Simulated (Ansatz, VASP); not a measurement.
**One calculation of TePb, two programs**

```
CELL_PARAMETERS angstrom
4.00229 0.00000 0.00000
0.00000 4.00229 0.00000
0.00000 0.00000 4.00229
ATOMIC_POSITIONS crystal
Te 0.50000 0.50000 0.50000
Pb 0.00000 0.00000 0.00000
```

Alike in both runs: task single point; functional LDA; k mesh 10 × 10 × 10; occupations fermi-dirac, width 0.08 eV; no spin polarisation.

```csv
,VASP,Ansatz
version,VASP 6.6.1,Ansatz 0.2.0
potentials or method,"VASP PAW LDA potentials, release 64 (Te, Pb_d), cutoff 520 eV","all-electron LAPW, scalar-relativistic"
```

|  | VASP | Ansatz | Ansatz less VASP |
| --- | --- | --- | --- |
| pressure (GPa) | -4.1 | -4.1 | -0.02 |

Ansatz ran all-electron here, so the differences hold the error of VASP's frozen core and of both bases.

Spin-orbit coupling is left out, which matters for the levels of Pb, Te.
